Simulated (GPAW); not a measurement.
CdSe (Cadmoselite):

```xyz
4
Lattice="4.3000 0.0000 0.0000 -2.1500 3.7239 0.0000 0.0000 0.0000 7.0200" Properties=species:S:1:pos:R:3 pbc="T T T"
Cd    2.1500    1.2413    3.5100
Cd    0.0000    2.4826    0.0000
Se    2.1500    1.2413    6.2127
Se    0.0000    2.4826    2.7027
```

```yaml
Program: GPAW 26.7.0
Task: relaxation of cell and atoms
Functional: rSCAN
Potentials_or_basis: GPAW PAW data sets (gpaw-data 1.2.1)
Cutoff: 600 eV
Basis: pw
k_mesh: 5 × 5 × 3
Occupations: fermi-dirac, width 0.05 eV
Spin: no spin polarisation
```

At the start: pressure 1.4 GPa; volume 28.10 Å³/atom.

Q: How do energy, volume and symmetry change on relaxing?

A: Over 5 steps the energy falls by 7.5 meV/atom and the volume is 28.77 Å³/atom (+2.4 %); space group P6_3mc (No. 186, to 0.05 Å).

Step by step:
| step | energy change (eV) | largest force (eV/Å) | pressure (GPa) | volume (Å³) |
| --- | --- | --- | --- | --- |
| 1 | 0.0000 | 0.2791 | 1.37 | 112.41 |
| 2 | -0.0076 | 0.2399 | 1.19 | 112.70 |
| 3 | -0.0290 | 0.0172 | 0.25 | 114.51 |
| 4 | -0.0292 | 0.0117 | 0.23 | 114.56 |
| 5 | -0.0299 | 0.0124 | 0.00 | 115.07 |

Final structure:
```
Cd Se
1.0
     4.34277    0.00000    0.00000
    -2.17139    3.76095    0.00000
     0.00000    0.00000    7.04529
Cd Se
2 2
Direct
  0.66667 0.33333 0.50385
  0.33333 0.66667 0.00385
  0.66667 0.33333 0.88115
  0.33333 0.66667 0.38115
```

Caveat: later steps reuse the first step's grids; the PAW data sets were made with another functional, which shifts forces and pressure a little.
